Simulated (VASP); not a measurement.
# Si (I4_1/amd) in VASP: notebook

Aim: see how the results for Si move with the level of theory and the settings. Levels: PBE, LDA. Tasks: single point, atomic charges, electron localisation function.

Everything below comes from runs of VASP 6.6.1. Logs are shortened: lines on timing, memory, paths and dates and some standing lists are left out, and cuts for length are marked.

## Step 1: The crystal as given

It takes space group I4_1/amd (No. 141, tetragonal). The conventional cell has a = 4.743 Å, b = 4.743 Å, c = 2.659 Å, α = 90.00°, β = 90.00°, γ = 90.00°. Si (site symmetry -4m2) has 6 Si at 2.46 to 2.66 Å as nearest neighbours.

This isn't the form of Si at room conditions, which is diamond.

## Step 2: Single point, PBE

Contents of INCAR:

```
SYSTEM = Si
ALGO = Normal ; EDIFF = 1E-7
ENCUT = 500 ; GGA = PE
ISIF = 2 ; ISMEAR = 0
LASPH = .True. ; LCHARG = .True.
LELF = .True. ; LREAL = .False.
LVHAR = .True. ; LWAVE = .False.
NBANDS = 11 ; NELM = 80
PREC = Accurate ; SIGMA = 0.02
```

Contents of KPOINTS:

```
k-points
0
Gamma
  5 5 5
  0 0 0
```

Contents of POSCAR:

```
Si
1.0
   -2.3713723045      2.3713723045      1.3292653899
    2.3713723045     -2.3713723045      1.3292653899
    2.3713723045      2.3713723045     -1.3292653899
Si
2
Direct
    0.5000000000      0.5000000000      0.0000000000
    0.2500000000      0.7500000000      0.5000000000
```

Potentials or basis: VASP PAW PBE potentials, release 64 (Si_GW).

Started as:

```console
$ cat potpaw_PBE.64/Si_GW/POTCAR > POTCAR
$ mpirun -np 1 vasp_std > vasp.out
```

OUTCAR:

```text
SYSTEM = Si
   EDIFF = 1E-7
   ENCUT = 500
   GGA = PE
   ISIF = 2
   ISMEAR = 0
   LASPH = .True.
   LREAL = .False.
   NELM = 80
   PREC = Accurate

 ion  position               nearest neighbor table
   1  0.500  0.500  0.000-   2 2.46   2 2.46   2 2.46   2 2.46   2 3.10   2 3.10   2 3.10   2 3.10

   2  0.250  0.750  0.500-   1 2.46   1 2.46   1 2.46   1 2.46   1 3.10   1 3.10   1 3.10   1 3.10

  LATTYP: Found a body centered tetragonal cell.
 ALAT       =     4.7427446090
 C/A-ratio  =     0.5605468983

  Lattice vectors:

 A1 = (  -2.3713723045,   2.3713723045,   1.3292653899)
 A2 = (   2.3713723045,  -2.3713723045,   1.3292653899)
 A3 = (   2.3713723045,   2.3713723045,  -1.3292653899)

Analysis of symmetry for initial positions (statically):
=====================================================================
 Subroutine PRICEL returns:
 Original cell was already a primitive cell.

 Routine SETGRP: Setting up the symmetry group for a
 body centered tetragonal supercell.

 Subroutine GETGRP returns: Found 16 space group operations
 (whereof  8 operations were pure point group operations)
 out of a pool of 16 trial point group operations.

The static configuration has the point symmetry D_2d.
 The point group associated with its full space group is D_4h.

Analysis of symmetry for dynamics (positions and initial velocities):
=====================================================================
 Subroutine PRICEL returns:
 Original cell was already a primitive cell.

 Routine SETGRP: Setting up the symmetry group for a
 body centered tetragonal supercell.

 Subroutine GETGRP returns: Found 16 space group operations
 (whereof  8 operations were pure point group operations)
 out of a pool of 16 trial point group operations.

The dynamic configuration has the point symmetry D_2d.
 The point group associated with its full space group is D_4h.

 Subroutine INISYM returns: Found 16 space group operations
 (whereof  8 operations are pure point group operations),
 and found     1 'primitive' translations

----------------------------------------------------------------------------------------

                                     Primitive cell

  volume of cell :      29.9000

  direct lattice vectors                    reciprocal lattice vectors
    -2.371372304  2.371372304  1.329265390     0.000000000  0.210848376  0.376147610
     2.371372304 -2.371372304  1.329265390     0.210848376  0.000000000  0.376147610
     2.371372304  2.371372304 -1.329265390     0.210848376  0.210848376  0.000000000

  length of vectors
     3.607458896  3.607458896  3.607458896     0.431212317  0.431212317  0.298184633

  position of ions in fractional coordinates (direct lattice)
     0.500000000  0.500000000  0.000000000
     0.250000000  0.750000000  0.500000000

  ion indices of the primitive-cell ions
   primitive index   ion index
                 1           1
                 2           2

----------------------------------------------------------------------------------------

 KPOINTS: k-points

Automatic generation of k-mesh.
 Grid dimensions read from file:
 generate k-points for:    5    5    5

 Generating k-lattice:

  Cartesian coordinates                     Fractional coordinates (reciprocal lattice)
     0.000000000  0.042169675  0.075229522     0.200000000  0.000000000  0.000000000
     0.042169675  0.000000000  0.075229522     0.000000000  0.200000000  0.000000000
     0.042169675  0.042169675  0.000000000     0.000000000  0.000000000  0.200000000

  Length of vectors
     0.086242463  0.086242463  0.059636927

  Shift w.r.t. Gamma in fractional coordinates (k-lattice)
     0.000000000  0.000000000  0.000000000

 Subroutine IBZKPT returns following result:
 ===========================================

 Found     18 irreducible k-points:

 Following reciprocal coordinates:
            Coordinates               Weight
  0.000000  0.000000  0.000000      1.000000
  0.200000  0.000000 -0.000000      8.000000
  0.400000 -0.000000  0.000000      8.000000
  0.200000  0.200000 -0.000000      8.000000
  0.400000  0.200000 -0.000000     16.000000
 -0.400000  0.200000  0.000000     16.000000
[... 10 lines left out ...]
 -0.400000  0.400000  0.400000      4.000000
 -0.400000 -0.400000  0.400000      2.000000
   k-points           NKPTS =     18   k-points in BZ     NKDIM =     18   number of bands    NBANDS=     11
   number of dos      NEDOS =    301   number of ions     NIONS =      2
   total plane-waves  NPLWV =  21952
   dimension x,y,z NGX =    28 NGY =   28 NGZ =   28
   dimension x,y,z NGXF=    56 NGYF=   56 NGZF=   56
   ions per type =               2
   NGX,Y,Z   is equivalent  to a cutoff of  12.90, 12.90, 12.90 a.u.
   NGXF,Y,Z  is equivalent  to a cutoff of  25.81, 25.81, 25.81 a.u.
 SYSTEM =  Si
   PREC   = accura    normal or accurate (medium, high low for compatibility)
   ISTART =      0    job   : 0-new  1-cont  2-samecut
   ICHARG =      2    charge: 1-file 2-atom 10-const
   ISPIN  =      1    spin polarized calculation?
   LNONCOLLINEAR =      F non collinear calculations
   LSORBIT =      F    spin-orbit coupling
   LASPH  =      T    aspherical Exc in radial PAW
   ENCUT  =  500.0 eV  36.75 Ry    6.06 a.u.   6.58  6.58  6.58*2*pi/ulx,y,z
   NELM   =     80;   NELMIN=  2; NELMDL= -5     # of ELM steps
   EDIFF  = 0.1E-06   stopping-criterion for ELM
   LREAL  =      F    real-space projection
   EDIFFG = 0.1E-05   stopping-criterion for IOM
   NSW    =      0    number of steps for IOM
   IBRION =     -1    ionic relax: 0-MD 1-quasi-New 2-CG
[... 8 lines left out ...]
   EMIN   =  10.00;   EMAX   =-10.00  energy-range for DOS
   EFERMI =   0.00;   METHOD = LEGACY
   ISMEAR =     0;   SIGMA  =   0.02  broadening in eV -4-tet -1-fermi 0-gaus
   EFERMI_NEDOS =   21; number of points for ismear=-14 and -15
   IALGO  =     38    algorithm
   IMIX   =      4    mixing-type and parameters
     AMIX     =   0.40;   BMIX     =  1.00
     AMIX_MAG =   1.60;   BMIX_MAG =  1.00
  volume/ion in A,a.u.               =      14.95       100.89
  Fermi-wavevector in a.u.,A,eV,Ry     =   1.054908  1.993486 15.140973  1.112830
  Thomas-Fermi vector in A             =   2.190086
   LORBIT       =      0    0 simple, 1 ext, 2 COOP (PROOUT), +10 PAW based schemes
   GGA     = PE    functional components
   LHFCALC =     F    Hartree Fock is set to
   AEXX    =    0.0000 exact exchange contribution
   IVDW    =     0    specifies the selected vdW correction
   LEPSILON=     F    determine dielectric tensor
   LRPA    =     F    only Hartree local field effects (RPA)
 non-spin polarized calculation
 Gauss-broadening in eV      SIGMA  =   0.02
  energy-cutoff  :      500.00
  volume of cell :       29.90
 maximum number of plane-waves:       773
 NGX is ok and might be reduce to    28
   NGX = 13   NGY = 13   NGZ = 13

 number of electron       8.0000000 magnetization

 Free energy of the ion-electron system (eV)
  ---------------------------------------------------
  ext. energy  EPLUGINS =         0.00000000
  ---------------------------------------------------
  free energy    TOTEN  =       -10.16074790 eV

  energy without entropy =      -10.15930355  energy(sigma->0) =      -10.16002573

 E-fermi :   8.8021     XC(G=0): -10.9660

 val. band max:        8.6285103058   @ k =   0.4000  -0.0000   0.0000
 cond. band min:       8.8021457865   @ k =   0.4000   0.2000  -0.0000
 fundamental gap:      0.1736354807
 Fermi energy:         8.8021457435

 k-point     1 :       0.0000    0.0000    0.0000
  band No.  band energies     occupation
      1      -4.9957      2.00000
      2       6.4703      2.00000
      3       6.4703      2.00000
      4       7.1588      2.00000
      5      10.4771      0.00000
      6      16.4424      0.00000
      7      18.0381      0.00000
      8      18.0613      0.00000
      9      18.0613      0.00000
     10      19.1572      0.00000
     11      19.6265      0.00000

 k-point     2 :       0.2000    0.0000   -0.0000
  band No.  band energies     occupation
      1      -3.9280      2.00000
      2       5.3564      2.00000
      3       6.2241      2.00000
      4       9.7481      0.00000
      5      11.9823      0.00000
      6      12.5524      0.00000
      7      12.8639      0.00000
      8      15.3477      0.00000
      9      15.7013      0.00000
     10      17.0629      0.00000
     11      20.3110      0.00000

 k-point     3 :       0.4000   -0.0000    0.0000
  band No.  band energies     occupation
      1      -0.7803      2.00000
      2       4.3202      2.00000
      3       6.1364      2.00000
      4       6.7689      2.00000
      5       8.6285      2.00000
      6      10.7383      0.00000
      7      13.7364      0.00000
      8      14.3976      0.00000
      9      16.2926      0.00000
     10      18.1571      0.00000
     11      22.6583      0.00000

 k-point     4 :       0.2000    0.2000   -0.0000
  band No.  band energies     occupation
      1      -1.2739      2.00000
      2       5.6222      2.00000
      3       6.2356      2.00000
      4       6.5679      2.00000
      5       9.5361      0.00000
      6      11.7005      0.00000
      7      12.2963      0.00000
      8      12.4406      0.00000
      9      16.8473      0.00000
     10      17.4046      0.00000
     11      19.8296      0.00000
[... 155 lines left out ...]
 k-point    16 :      -0.2000   -0.2000    0.2000
  band No.  band energies     occupation
      1      -1.7725      2.00000
      2       7.5843      2.00000
      3       7.7737      2.00000
      4       7.8121      2.00000
      5       7.8121      2.00000
      6      10.4843      0.00000
      7      11.3224      0.00000
      8      11.3224      0.00000
      9      13.7165      0.00000
     10      21.0906      0.00000
     11      21.8882      0.00000

 k-point    17 :      -0.4000    0.4000    0.4000
  band No.  band energies     occupation
      1      -0.9951      2.00000
      2       0.9017      2.00000
      3       2.2844      2.00000
      4       4.1449      2.00000
      5      14.5458      0.00000
      6      14.6422      0.00000
      7      19.8193      0.00000
      8      21.2501      0.00000
      9      21.8445      0.00000
     10      22.3117      0.00000
     11      22.8219      0.00000

 k-point    18 :      -0.4000   -0.4000    0.4000
  band No.  band energies     occupation
      1       1.3997      2.00000
      2       1.4676      2.00000
      3       2.8105      2.00000
      4       2.8105      2.00000
      5       7.8252      2.00000
      6      18.2082      0.00000
      7      18.9110      0.00000
      8      18.9110      0.00000
      9      22.0701      0.00000
     10      22.2176      0.00000
     11      24.0586      0.00000

------------------------ aborting loop because EDIFF is reached ----------------------------------------

  FORCE on cell =-STRESS in cart. coord.  units (eV):
  Direction    XX          YY          ZZ          XY          YZ          ZX
  --------------------------------------------------------------------------------------
  -------------------------------------------------------------------------------------
  Total        1.1209465      1.1209465      0.2024023      0.0000000      0.0000000      0.0000000
  in kB       60.0653904     60.0653904     10.8456315      0.0000000      0.0000000      0.0000000
  external PRESSURE =      43.6588041 kB  Pullay stress =       0.0000000 kB

 VOLUME and BASIS-vectors are now :
 -----------------------------------------------------------------------------
  energy-cutoff  :      500.00
  volume of cell :       29.90
      direct lattice vectors                 reciprocal lattice vectors
    -2.371372304  2.371372304  1.329265390     0.000000000  0.210848376  0.376147610
     2.371372304 -2.371372304  1.329265390     0.210848376  0.000000000  0.376147610
     2.371372304  2.371372304 -1.329265390     0.210848376  0.210848376  0.000000000

 POSITION                                       TOTAL-FORCE (eV/Angst)
 -----------------------------------------------------------------------------------
      0.00000      0.00000      1.32927        -0.000000      0.000000      0.000000
      2.37137     -0.00000      0.66463         0.000000     -0.000000     -0.000000
 -----------------------------------------------------------------------------------
    total drift:                                0.000000      0.000000      0.000000

  FREE ENERGIE OF THE ION-ELECTRON SYSTEM (eV)
  ---------------------------------------------------
  free  energy   TOTEN  =       -10.1607478984 eV

  energy  without entropy=      -10.1593035521  energy(sigma->0) =      -10.16002573
```

It took 5.7 s on 1 thread of Intel Xeon 6975P-C (Granite Rapids), shared host; peak memory 0.15 GiB.

What came out:

```yaml
Free_energy: -10.1607 eV
Pressure: 4.4 GPa
Band_gap_on_the_k_mesh: none (metal or under the smearing width)
```

Caveat: the k mesh is coarse (spacing up to 0.54 Å⁻¹), so the values aren't converged.

(Part 1 of 2 ends here.)
